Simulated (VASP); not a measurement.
Calculation: r2SCAN meta-GGA, VASP's PBE PAW potentials (set 64) (plane waves; VASP 6.6.1). Each cell was relaxed at this level, without spin-orbit coupling.

Q: Which of these comes out without a gap?
A) SrCl2, Fm-3m (225)
B) CaF2, Fm-3m (225)
C) WC, P-6m2 (187)
D) Al2O3, R-3c (167)

A: C, WC, P-6m2 (187). The others have gaps of 7.18 eV (Al2O3, R-3c (167)), 7.97 eV (CaF2, Fm-3m (225)), 5.93 eV (SrCl2, Fm-3m (225)).
